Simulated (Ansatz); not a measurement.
Here is an Ansatz input file for CdSe, space group Fm-3m. Write the same calculation for the Python package.

```yaml
crystal:
  lattice:
    - [0.0, 2.873958, 2.873958]
    - [2.873958, 0.0, 2.873958]
    - [2.873958, 2.873958, 0.0]
  atoms:
    - { symbol: Cd, position: [0.0, 0.0, 0.0] }
    - { symbol: Se, position: [0.5, 0.5, 0.5] }
basis:
  ecutwfc: 462.593566181796
kpoints:
  mp_grid:
    grid: [6, 6, 6]
  band_path:
    path:
      - [0.375, 0.375, 0.75]
      - [0.0, 0.0, 0.0]
      - [0.5, 0.5, 0.5]
      - [0.5, 0.25, 0.75]
      - [0.5, 0.0, 0.5]
    npoints: 6
hamiltonian:
  xc: lda
scf:
  n_extra_bands: 10
  occupations:
    method: gaussian
    width: 0.02
output:
  bader: true
```

The script, `bands_cdse.py`:
```python
"""Bands of CdSe along a path through the zone."""

import ansatz as az
import numpy as np
import pandas as pd
from pymatgen.core import Lattice, Structure
from pymatgen.io.ase import AseAtomsAdaptor

pmg_structure = Structure(
    Lattice([(0.0, 2.873958, 2.873958), (2.873958, 0.0, 2.873958), (2.873958, 2.873958, 0.0)]),
    ["Cd", "Se"],
    [
        (0.0, 0.0, 0.0),
        (0.5, 0.5, 0.5),
    ],
)
structure = az.Crystal.from_ase(AseAtomsAdaptor.get_atoms(pmg_structure))

# vertices of the path, as fractions of the reciprocal vectors
path = [
    ("K", (0.375, 0.375, 0.75)),
    ("G", (0.0, 0.0, 0.0)),
    ("L", (0.5, 0.5, 0.5)),
    ("W", (0.5, 0.25, 0.75)),
    ("X", (0.5, 0.0, 0.5)),
]
calc = structure.calculation()
calc = calc.basis(34 * az.Ry)
calc = calc.occupations("gaussian", width=0.02)
calc = calc.functional(az.Functional.LDA)
calc = calc.kpoints(6, 6, 6)
calc = calc.band_structure([point for _, point in path], intervals=6)
calc = calc.scf(extra_bands=10)
calc = calc.bader_charges()
outcome = calc.run(threads=1)
r = outcome.report

for key in ("converged", "n_iterations", "n_electrons", "n_kpoints", "n_pw", "n_symmetry_ops", "free_energy_ev", "fermi_energy_ev"):
    print(f"{key:18s} {r[key]}")

basins = outcome.bader_charges()
frame = pd.DataFrame([(a.symbol, a.partial_charge_e, a.basin.volume_ang3) for a in basins.atoms], columns=["atom", "charge (e)", "volume (A^3)"])
print(frame.round(3).to_string())
print("sum of charges", round(frame["charge (e)"].sum(), 4), " sum of volumes", round(frame["volume (A^3)"].sum(), 3))

bands = outcome.band_structure()
fermi = bands.fermi_energy_ev
print(f"zero of the bands: {fermi:.3f} eV, the Fermi level found on the SCF mesh")
for spin, channel in enumerate(bands.channels):
    print("channel", spin, "- computed levels within 8 eV of the Fermi level")
    for i, (label, _) in enumerate(path):
        levels = channel.eigenvalues_ev[i * 6] - fermi
        print(f"  {label:3s}", " ".join(f"{e:7.3f}" for e in levels if abs(e) < 8))
```

Output of `python bands_cdse.py`:
```text
converged          True
n_iterations       7
n_electrons        36.0
n_kpoints          16
n_pw               1067
n_symmetry_ops     48
free_energy_ev     -13501.97998160189
fermi_energy_ev    9.662115031403205
  atom  charge (e)  volume (A^3)
0   Cd       0.705        19.604
1   Se      -0.705        27.872
sum of charges 0.0  sum of volumes 47.476
zero of the bands: 9.662 eV, the Fermi level found on the SCF mesh
channel 0 - computed levels within 8 eV of the Fermi level
  K    -7.913  -7.912  -7.741  -7.674  -7.391  -3.625  -3.542  -1.373   1.345   6.174   7.992
  G    -7.860  -7.860  -7.841  -7.841  -7.841  -0.602  -0.602  -0.602  -0.143
  L    -7.994  -7.702  -7.702  -4.967  -0.010  -0.010   2.890   5.169   5.169   5.750
  W    -7.960  -7.832  -7.832  -7.650  -7.325  -3.129  -3.129  -3.081   2.805   5.687   7.336   7.336
  X    -7.949  -7.783  -7.650  -7.650  -7.189  -4.078  -2.042  -2.042  -0.630   5.466
```

Total energies depend on the potentials; only differences at equal settings carry meaning. A total without «per atom» is that of the cell as typed. The mesh is modest for a metal, so energies can be off by several to tens of meV an atom and pressures by half a GPa or more; differences at equal mesh fare better. The zero of the levels is a convention of the potentials, so an absolute Fermi energy is no work function. Bader volumes count only the part of each basin above a small density, so their sum can fall short of the cell. This is a high-temperature or high-pressure form, not the ambient phase. This cell is a computed structure, which may not be the phase found in nature. Levels are Kohn-Sham eigenvalues on this mesh, without spin-orbit coupling. Wall time of the script: 8.7 s on 1 thread of Intel(R) Xeon(R) Processor @ 2.30GHz, with other jobs on the host, peak memory 0.58 GiB.

(Lines on the test bed's own set-up are left out of the output.)
